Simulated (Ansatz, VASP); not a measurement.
# Ti in VASP and in Ansatz

Contents of INCAR:

```
SYSTEM = Ti
PREC = Accurate ; ENCUT = 600
EDIFF = 1E-7 ; ISMEAR = -1
SIGMA = 0.05 ; LREAL = .FALSE.
LASPH = .TRUE. ; NELM = 100
ALGO = Normal ; ISIF = 3
LWAVE = .FALSE. ; LCHARG = .FALSE.
GGA = RE ; IBRION = 2
NSW = 60 ; EDIFFG = -0.01
```

File KPOINTS:

```
regular mesh
0
G
  11 11 11
  0 0 0
```

File POSCAR:

```
Ti
1.0
   -1.6410000000      1.6410000000      1.6410000000
    1.6410000000     -1.6410000000      1.6410000000
    1.6410000000      1.6410000000     -1.6410000000
Ti
1
Direct
    0.0000000000      0.0000000000      0.0000000000
```

The input input.yaml:

```yaml
crystal:
  lattice:
    - [-1.641, 1.641, 1.641]
    - [1.641, -1.641, 1.641]
    - [1.641, 1.641, -1.641]
  atoms:
    - { symbol: Ti, position: [0.0, 0.0, 0.0] }
hamiltonian:
  xc: revpbe
  pseudopotentials: { kind: paw }
kpoints:
  mp_grid: { grid: [11, 11, 11] }
scf:
  occupations: { method: fermi_dirac, width: 0.05 }
output:
  forces: true
  stress: true
  eigenvalues: true
relax:
  f_tol: 0.01
  max_steps: 40
  cell: { stress_tol: 0.05 }
```

This isn't the form of Ti at room conditions, which is hcp.

Alike in both runs: task relaxation of cell and atoms; functional revPBE; k mesh 11 × 11 × 11; occupations fermi-dirac, width 0.05 eV; no spin polarisation.

|  | VASP | Ansatz |
| --- | --- | --- |
| version | VASP 6.6.1 | Ansatz 0.2.0 |
| potentials or method | VASP PAW PBE potentials, release 64 (Ti_sv) | Ansatz PAW |
| plane-wave cutoff (eV) | 600 | 420 |
| valence electrons in the cell | 12 | 12 |

VASP gave:

- gap on the k mesh at the Fermi level, each at its own relaxed structure (eV): none
- relaxed volume (Å³/atom): 17.59
- relaxed cell length with the largest relative difference (Å): 2.838

Problem. Which values does Ansatz return?

Solution. gap on the k mesh at the Fermi level, each at its own relaxed structure (eV): none; relaxed volume (Å³/atom): 17.64; relaxed cell length with the largest relative difference (Å): 2.840.

A gap of «none» marks a metal or a gap that the smearing closes.

Caveats: the PAW data sets were made with another functional, which shifts forces and pressure a little (VASP); the plane-wave basis is chosen anew once the cell has moved, so the energies of steps on either side of that aren't comparable (Ansatz); the PAW data sets come from PBE, with cores solved anew for the run's functional, which leaves a small shift of forces and pressure (Ansatz).
